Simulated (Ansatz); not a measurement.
AlN:

```
Al N
1.0
     0.00000    2.18399    2.18399
     2.18399    0.00000    2.18399
     2.18399    2.18399    0.00000
Al N
1 1
Direct
  0.00000 0.00000 0.00000
  0.25000 0.25000 0.25000
```

Measurements of this composition are mostly on another form, of space group No. 186.

Base run:

| Quantity | Value |
| --- | --- |
| Program | Ansatz 0.2.0 |
| Functional | RPBE |
| Potentials or basis | all-electron LAPW, scalar-relativistic |
| Cutoff | 377 eV (chosen from the basis error) |
| Basis error allowed | 0.001 eV/atom |
| k mesh | 10 × 10 × 10 |
| Occupations | fermi-dirac, width 0.05 eV |
| Spin | no spin polarisation |

Its results: band gap on the k mesh 3.36 eV, indirect (least direct gap 4.22 eV); pressure 8.4 GPa.

Question: The run is repeated on the same cell with these changes: functional from RPBE to PBE; occupations from fermi-dirac, width 0.05 eV to gaussian, width 0.012 eV. What comes out?

Answer: Band gap on the k mesh 3.32 eV, indirect (least direct gap 4.19 eV); pressure 4.8 GPa.
